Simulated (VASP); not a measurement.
# SiO2 (I-42d) in VASP: settings compared

The runs below take SiO2 through dielectric tensor, band structure, with LDA, r2SCAN.

Everything below comes from runs of VASP 6.6.1. Logs are shortened: lines on timing, memory, paths and dates and some standing lists are left out, and cuts for length are marked.

## Step 1: The structure

The structure is tetragonal, space group I-42d (No. 122). The conventional cell has a = 4.955 Å, b = 4.955 Å, c = 7.311 Å, α = 90.00°, β = 90.00°, γ = 90.00°. Si (site symmetry -4) is surrounded by 4 O at 1.61 Å. Around O (site symmetry 2) lie 2 Si at 1.61 Å.

The cell comes from a database or a generator and needn't be the stable form of this composition.

## Step 2: Dielectric tensor, LDA

INCAR reads:

```
SYSTEM = SiO2
PREC = Accurate
ENCUT = 520
EDIFF = 1E-8
ISMEAR = 0
SIGMA = 0.02
LREAL = .FALSE.
LASPH = .TRUE.
NELM = 80
ALGO = Normal
ISIF = 2
LWAVE = .FALSE.
LCHARG = .FALSE.
LEPSILON = .TRUE.
KPAR = 4
```

KPOINTS reads:

```
Automatic mesh
0
G
  8 8 8
  0 0 0
```

POSCAR reads:

```
SiO2
1.0
   -2.4772904627      2.4772904627      3.6556712422
    2.4772904627     -2.4772904627      3.6556712422
    2.4772904627      2.4772904627     -3.6556712422
Si O
2 4
Direct
    0.7500000000      0.2500000000      0.5000000000
    0.0000000000      0.0000000000      0.0000000000
    0.8750000000      0.0282138700      0.6532138700
    0.7782138700      0.1250000000      0.1532138700
    0.9717861300      0.6250000000      0.8467861300
    0.3750000000      0.2217861300      0.3467861300
```

Potentials or basis: VASP PAW LDA potentials, release 64 (Si, O).

The run is started by

```
$ cat potpaw_LDA.64/Si/POTCAR potpaw_LDA.64/O/POTCAR > POTCAR
$ mpirun -np 4 vasp_std > vasp.out
```

OUTCAR:

```text
SYSTEM = SiO2
   PREC = Accurate
   ENCUT = 520
   EDIFF = 1E-8
   ISMEAR = 0
   LREAL = .FALSE.
   LASPH = .TRUE.
   NELM = 80
   ISIF = 2
   LEPSILON = .TRUE.

 ion  position               nearest neighbor table
   1  0.750  0.250  0.500-   4 1.61   5 1.61   6 1.61   3 1.61   2 3.08   2 3.08   2 3.08   2 3.08

   2  0.000  0.000  0.000-   3 1.61   5 1.61   6 1.61   4 1.61   1 3.08   1 3.08   1 3.08   1 3.08

   3  0.875  0.028  0.653-   2 1.61   1 1.61
   4  0.778  0.125  0.153-   1 1.61   2 1.61
   5  0.972  0.625  0.847-   1 1.61   2 1.61
   6  0.375  0.222  0.347-   1 1.61   2 1.61

  LATTYP: Found a body centered tetragonal cell.
 ALAT       =     4.9545809254
 C/A-ratio  =     1.4756732395

  Lattice vectors:

 A1 = (  -2.4772904627,   2.4772904627,   3.6556712422)
 A2 = (   2.4772904627,  -2.4772904627,   3.6556712422)
 A3 = (   2.4772904627,   2.4772904627,  -3.6556712422)

Analysis of symmetry for initial positions (statically):
=====================================================================
 Subroutine PRICEL returns:
 Original cell was already a primitive cell.

 Routine SETGRP: Setting up the symmetry group for a
 body centered tetragonal supercell.

 Subroutine GETGRP returns: Found  8 space group operations
 (whereof  4 operations were pure point group operations)
 out of a pool of 16 trial point group operations.

The static configuration has the point symmetry S_4 .
 The point group associated with its full space group is D_2d.

Analysis of symmetry for dynamics (positions and initial velocities):
=====================================================================
 Subroutine PRICEL returns:
 Original cell was already a primitive cell.

 Routine SETGRP: Setting up the symmetry group for a
 body centered tetragonal supercell.

 Subroutine GETGRP returns: Found  8 space group operations
 (whereof  4 operations were pure point group operations)
 out of a pool of 16 trial point group operations.

The dynamic configuration has the point symmetry S_4 .
 The point group associated with its full space group is D_2d.

 Subroutine INISYM returns: Found  8 space group operations
 (whereof  4 operations are pure point group operations),
 and found     1 'primitive' translations

----------------------------------------------------------------------------------------

                                     Primitive cell

  volume of cell :      89.7390

  direct lattice vectors                    reciprocal lattice vectors
    -2.477290463  2.477290463  3.655671242     0.000000000  0.201833417  0.136773787
     2.477290463 -2.477290463  3.655671242     0.201833417  0.000000000  0.136773787
     2.477290463  2.477290463 -3.655671242     0.201833417  0.201833417  0.000000000

  length of vectors
     5.063385064  5.063385064  5.063385064     0.243810987  0.243810987  0.285435556

  position of ions in fractional coordinates (direct lattice)
     0.750000000  0.250000000  0.500000000
     0.000000000  0.000000000  0.000000000
     0.875000000  0.028213870  0.653213870
     0.778213870  0.125000000  0.153213870
     0.971786130  0.625000000  0.846786130
     0.375000000  0.221786130  0.346786130

  ion indices of the primitive-cell ions
   primitive index   ion index
                 1           1
                 2           2
                 3           3
                 4           4
                 5           5
                 6           6

----------------------------------------------------------------------------------------
[... 105 lines left out ...]
 maximum number of plane-waves:      2435
 NGX is ok and might be reduce to    40
   NGX = 19   NGY = 19   NGZ = 19

--------------------------------------- Ionic step        1  -------------------------------------------

 number of electron      32.0000000 magnetization

 E-fermi :  -0.5310     XC(G=0):  -8.7361

 val. band max:       -0.6790394987   @ k =   0.0000   0.0000   0.0000
 cond. band min:       5.0193797867   @ k =   0.0000   0.0000   0.0000
 fundamental gap:      5.6984192854
 Fermi energy:        -0.5309996626

 k-point     1 :       0.0000    0.0000    0.0000
  band No.  band energies     occupation
      1     -19.6560      2.00000
      2     -17.4998      2.00000
      3     -17.4998      2.00000
      4     -17.4398      2.00000
      5      -9.9621      2.00000
      6      -6.2637      2.00000
[... 541 lines left out ...]
     19       8.7002      0.00000
     20       9.1413      0.00000

 [... further k-points ...]

  FORCE on cell =-STRESS in cart. coord.  units (eV):
  Direction    XX          YY          ZZ          XY          YZ          ZX
  --------------------------------------------------------------------------------------
  -------------------------------------------------------------------------------------
  Total       -0.5618294     -0.5618294     -0.5440232      0.0000000     -0.0000000      0.0000000
  in kB      -10.0307644    -10.0307644     -9.7128571      0.0000000     -0.0000000      0.0000000
  external PRESSURE =      -9.9247953 kB  Pullay stress =       0.0000000 kB

 VOLUME and BASIS-vectors are now :
 -----------------------------------------------------------------------------
  energy-cutoff  :      520.00
  volume of cell :       89.74
      direct lattice vectors                 reciprocal lattice vectors
    -2.477290463  2.477290463  3.655671242     0.000000000  0.201833417  0.136773787
     2.477290463 -2.477290463  3.655671242     0.201833417  0.000000000  0.136773787
     2.477290463  2.477290463 -3.655671242     0.201833417  0.201833417  0.000000000

 POSITION                                       TOTAL-FORCE (eV/Angst)
 -----------------------------------------------------------------------------------
      0.00000      2.47729      1.82784         0.000000     -0.000000      0.000000
      0.00000      0.00000      0.00000         0.000000     -0.000000     -0.000000
     -0.47953      3.71594      0.91392         0.068444     -0.000000     -0.000000
     -1.23865      1.99776      2.74175         0.000000      0.068444     -0.000000
      1.23865      2.95683      2.74175         0.000000     -0.068444      0.000000
      0.47953      1.23865      0.91392        -0.068444     -0.000000      0.000000
 -----------------------------------------------------------------------------------
    total drift:                                0.000002      0.000002      0.000001

  FREE ENERGIE OF THE ION-ELECTRON SYSTEM (eV)
  ---------------------------------------------------
  free  energy   TOTEN  =       -51.8768870087 eV

  energy  without entropy=      -51.8768870087  energy(sigma->0) =      -51.87688701

 HEAD OF MICROSCOPIC STATIC DIELECTRIC TENSOR (INDEPENDENT PARTICLE, excluding Hartree and local field effects)
 ------------------------------------------------------
           2.369671     0.000000     0.000000
           0.000000     2.369671    -0.000000
           0.000000     0.000000     2.350720
 ------------------------------------------------------

 Free energy of the ion-electron system (eV)
  ---------------------------------------------------
  ---------------------------------------------------
  free energy    TOTEN  =        -0.32802169 eV

  energy without entropy =       -0.32802169

------------------------ aborting loop because EDIFF is reached ----------------------------------------

--------------------------------------- Ionic step        2  -------------------------------------------

------------------------ aborting loop because EDIFF is reached ----------------------------------------

--------------------------------------- Ionic step        3  -------------------------------------------

 Free energy of the ion-electron system (eV)
  ---------------------------------------------------
  ---------------------------------------------------
  free energy    TOTEN  =        -0.33072715 eV

  energy without entropy =       -0.33072715

------------------------ aborting loop because EDIFF is reached ----------------------------------------

 PIEZOELECTRIC TENSOR FIELD DIRECTION 3  (e Angst)
 -----------------------------------------------------------------------------
     0.00005 -1.45637  0.00000           (  0.00000 -0.06109  0.00000)
    -1.45637  0.00005  0.00000           ( -0.06109  0.00000  0.00000)
     0.00000  0.00000  0.00001           (  0.00000  0.00000  0.00000)

 PIEZOELECTRIC TENSOR FIELD DIRECTION 3  (C/m^2)
 -----------------------------------------------------------------------------
     0.00001 -0.26002  0.00000
    -0.26002  0.00001  0.00000
     0.00000  0.00000  0.00000

 MACROSCOPIC STATIC DIELECTRIC TENSOR (including local field effects in DFT)
 ------------------------------------------------------
           2.230574     0.000000     0.000000
           0.000000     2.230574     0.000000
          -0.000000     0.000000     2.240647
 ------------------------------------------------------

 PIEZOELECTRIC TENSOR (including local field effects)  for field in x, y, z        (e  Angst)
          XX          YY          ZZ          XY          YZ          ZX
  --------------------------------------------------------------------------------
  x     0.00000     0.00000     0.00000     0.00000    -1.01012     0.00000
  y     0.00000    -0.00000     0.00000     0.00000     0.00000    -1.01012
  z     0.00000     0.00000     0.00000    -1.45637     0.00000     0.00000

 PIEZOELECTRIC TENSOR (including local field effects)  for field in x, y, z        (C/m^2)
          XX          YY          ZZ          XY          YZ          ZX
  --------------------------------------------------------------------------------
  x     0.00000     0.00000     0.00000     0.00000    -0.18034     0.00000
  y     0.00000    -0.00000     0.00000     0.00000     0.00000    -0.18034
  z     0.00000     0.00000     0.00000    -0.26002     0.00000     0.00000

 BORN EFFECTIVE CHARGES (including local field effects) (in |e|, cummulative output)
 ---------------------------------------------------------------------------------
 ion    1
    1     3.28427     0.36918     0.00000
    2    -0.36918     3.28427     0.00000
    3     0.00000     0.00000     3.35424
 ion    2
    1     3.28427    -0.36918     0.00000
    2     0.36918     3.28427     0.00000
    3     0.00000     0.00000     3.35424
 ion    3
    1    -1.07439     0.00000    -0.00000
    2     0.00000    -2.20988     0.88835
    3     0.00000     0.86911    -1.67712
 ion    4
    1    -2.20988     0.00000     0.88835
    2     0.00000    -1.07439     0.00000
    3     0.86911     0.00000    -1.67712
 ion    5
    1    -2.20988     0.00000    -0.88835
    2     0.00000    -1.07439     0.00000
    3    -0.86911     0.00000    -1.67712
 ion    6
    1    -1.07439     0.00000     0.00000
    2     0.00000    -2.20988    -0.88835
    3     0.00000    -0.86911    -1.67712
```

Run time: 6.1 min. Hardware: 4 MPI ranks of Intel Xeon Platinum 8259CL at 2.50GHz (Skylake/Cascade Lake), shared host; peak memory 0.69 GiB.

What came out:

* Band gap on the k mesh: 5.70 eV, direct
* Electronic dielectric tensor (diagonal): 2.23, 2.23, 2.24
* Born charges (mean of the diagonal): Si +3.31; O -1.65 e

Electronic dielectric tensor:
```
2.23 0.00 0.00
0.00 2.23 0.00
0.00 0.00 2.24
```

Born effective charge tensors (e):
atom 1, Si
```
 3.28  0.37  0.00
-0.37  3.28  0.00
 0.00  0.00  3.35
```
atom 2, Si
```
 3.28 -0.37  0.00
 0.37  3.28  0.00
 0.00  0.00  3.35
```
atom 3, O
```
-1.07  0.00  0.00
 0.00 -2.21  0.89
 0.00  0.87 -1.68
```
atom 4, O
```
-2.21  0.00  0.89
 0.00 -1.07  0.00
 0.87  0.00 -1.68
```
atom 5, O
```
-2.21  0.00 -0.89
 0.00 -1.07  0.00
-0.87  0.00 -1.68
```
atom 6, O
```
-1.07  0.00  0.00
 0.00 -2.21 -0.89
 0.00 -0.87 -1.68
```

## Step 3: Band structure, LDA

INCAR reads:

```
ALGO = Normal
EDIFF = 1E-7
ENCUT = 520
ISIF = 2
ISMEAR = 0
KPAR = 2
LASPH = T
LCHARG = F
LREAL = F
LWAVE = F
NBANDS = 25
NELM = 100
PREC = Accurate
SIGMA = 0.02
```

KPOINTS reads:

```
k-points
0
Gamma
  8 8 8
```

POSCAR is that of step 2.

KPOINTS_OPT reads:

```
path GXYSGZS1NPY1Z,XP
20
line-mode
reciprocal
 0.0000000000  0.0000000000  0.0000000000  G
 0.0000000000  0.0000000000  0.5000000000  X

 0.0000000000  0.0000000000  0.5000000000  X
-0.2296093669  0.2296093669  0.5000000000  Y

-0.2296093669  0.2296093669  0.5000000000  Y
-0.3648046834  0.3648046834  0.3648046834  S

-0.3648046834  0.3648046834  0.3648046834  S
 0.0000000000  0.0000000000  0.0000000000  G

 0.0000000000  0.0000000000  0.0000000000  G
 0.5000000000  0.5000000000 -0.5000000000  Z

 0.5000000000  0.5000000000 -0.5000000000  Z
 0.3648046834  0.6351953166 -0.3648046834  S1

 0.3648046834  0.6351953166 -0.3648046834  S1
 0.0000000000  0.5000000000  0.0000000000  N

 0.0000000000  0.5000000000  0.0000000000  N
 0.2500000000  0.2500000000  0.2500000000  P

 0.2500000000  0.2500000000  0.2500000000  P
 0.5000000000  0.5000000000 -0.2296093669  Y1

 0.5000000000  0.5000000000 -0.2296093669  Y1
 0.5000000000  0.5000000000 -0.5000000000  Z

 0.0000000000  0.0000000000  0.5000000000  X
 0.2500000000  0.2500000000  0.2500000000  P
```

Potentials or basis: VASP PAW LDA potentials, release 64 (Si, O).

The run is started by

```
$ cat potpaw_LDA.64/Si/POTCAR potpaw_LDA.64/O/POTCAR > POTCAR
$ mpirun -np 2 vasp_std > vasp.out
```

Wall time 1.9 min (2 MPI ranks of Intel Xeon 6975P-C (Granite Rapids), shared host); peak memory 0.29 GiB.

The run converged. Its results:

```yaml
Free_energy: -51.8769 eV
Pressure: -1.0 GPa
Largest_force: 0.068 eV/Å
Band_gap_on_the_k_mesh: 5.70 eV, direct
Band_gap_along_the_path: 5.70 eV, direct
```

Forces in eV/Å, atoms in the order of the input:
```
Si   0.000  0.000  0.000
Si   0.000  0.000  0.000
O    0.068  0.000  0.000
O    0.000  0.068  0.000
O    0.000 -0.068  0.000
O   -0.068  0.000  0.000
```

Levels at the corners of the path, in eV from the valence-band top:
| point | band 12 | band 13 | band 14 | band 15 | band 16 | band 17 | band 18 | band 19 | band 20 | band 21 |
| --- | --- | --- | --- | --- | --- | --- | --- | --- | --- | --- |
| Γ | -1.64 | -1.58 | -0.68 | 0.00 | 0.00 | 5.70 | 8.56 | 10.40 | 10.40 | 10.50 |
| X | -2.12 | -1.00 | -1.00 | -0.34 | -0.34 | 8.88 | 8.88 | 10.01 | 10.01 | 10.92 |
| X | -2.12 | -1.00 | -1.00 | -0.34 | -0.34 | 8.88 | 8.88 | 10.01 | 10.01 | 10.92 |
| Y | -1.95 | -1.09 | -1.09 | -0.47 | -0.47 | 9.26 | 9.26 | 9.41 | 9.41 | 10.65 |
| Y | -1.95 | -1.09 | -1.09 | -0.47 | -0.47 | 9.26 | 9.26 | 9.41 | 9.41 | 10.65 |
| S | -1.57 | -1.45 | -1.13 | -0.66 | -0.27 | 8.92 | 9.10 | 9.12 | 9.90 | 10.82 |
| S | -1.57 | -1.45 | -1.13 | -0.66 | -0.27 | 8.92 | 9.10 | 9.12 | 9.90 | 10.82 |
| Γ | -1.64 | -1.58 | -0.68 | 0.00 | 0.00 | 5.70 | 8.56 | 10.40 | 10.40 | 10.50 |
| Γ | -1.64 | -1.58 | -0.68 | 0.00 | 0.00 | 5.70 | 8.56 | 10.40 | 10.40 | 10.50 |
| Z | -2.12 | -1.48 | -1.48 | -0.33 | -0.33 | 8.66 | 8.66 | 10.02 | 10.02 | 11.48 |
| Z | -2.12 | -1.48 | -1.48 | -0.33 | -0.33 | 8.66 | 8.66 | 10.02 | 10.02 | 11.48 |
| S1 | -1.57 | -1.45 | -1.13 | -0.66 | -0.27 | 8.92 | 9.10 | 9.12 | 9.90 | 10.82 |
| S1 | -1.57 | -1.45 | -1.13 | -0.66 | -0.27 | 8.92 | 9.10 | 9.12 | 9.90 | 10.82 |
| N | -1.66 | -1.53 | -0.79 | -0.50 | -0.14 | 8.05 | 8.67 | 9.43 | 10.00 | 10.59 |
| N | -1.66 | -1.53 | -0.79 | -0.50 | -0.14 | 8.05 | 8.67 | 9.43 | 10.00 | 10.59 |
| P | -1.87 | -1.03 | -1.03 | -0.45 | -0.45 | 9.27 | 9.27 | 9.29 | 9.29 | 11.05 |
| P | -1.87 | -1.03 | -1.03 | -0.45 | -0.45 | 9.27 | 9.27 | 9.29 | 9.29 | 11.05 |
| Y1 | -1.95 | -1.09 | -1.09 | -0.47 | -0.47 | 9.26 | 9.26 | 9.41 | 9.41 | 10.65 |
| Y1 | -1.95 | -1.09 | -1.09 | -0.47 | -0.47 | 9.26 | 9.26 | 9.41 | 9.41 | 10.65 |
| Z | -2.12 | -1.48 | -1.48 | -0.33 | -0.33 | 8.66 | 8.66 | 10.02 | 10.02 | 11.48 |
| X | -2.12 | -1.00 | -1.00 | -0.34 | -0.34 | 8.88 | 8.88 | 10.01 | 10.01 | 10.92 |
| P | -1.87 | -1.03 | -1.03 | -0.45 | -0.45 | 9.27 | 9.27 | 9.29 | 9.29 | 11.05 |

(Continued in part 2 of 2.)
